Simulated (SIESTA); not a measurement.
Au in SIESTA: the effect of basis

The system is Au.

```xyz
1
Lattice="0.0000 2.0350 2.0350 2.0350 0.0000 2.0350 2.0350 2.0350 0.0000" Properties=species:S:1:pos:R:3 pbc="T T T"
Au    0.0000    0.0000    0.0000
```

Alike in all runs:

* Program: SIESTA 5.4.2
* Task: band structure
* Functional: PBEsol
* Potentials or basis: PseudoDojo 0.4 standard (PBEsol files)
* Grid cutoff: 800 Ry
* Energy shift: 0.003 Ry
* k mesh: 11 × 11 × 11
* Occupations: fermi-dirac, width 0.05 eV
* Spin: no spin polarisation

```csv
basis,pressure (GPa)
SZ,30.3
SZP,?
DZ,-2.6
DZP,3.2
TZP,2.0
TZDP,2.4
```

Q: What does the run with basis SZP give?

A: Pressure -1.2 GPa.

Caveats: short orbitals over semicore shells can move pressures by several GPa; the basis of atomic orbitals isn't converged, which shifts pressures, moduli and gaps; the basis has no polarisation orbitals (some runs); a pressure of tens of GPa on the cell as given is suspect, and the run, the potentials or the cell itself is likely at fault (some runs).

Runs at the PBE level aren't shown here.
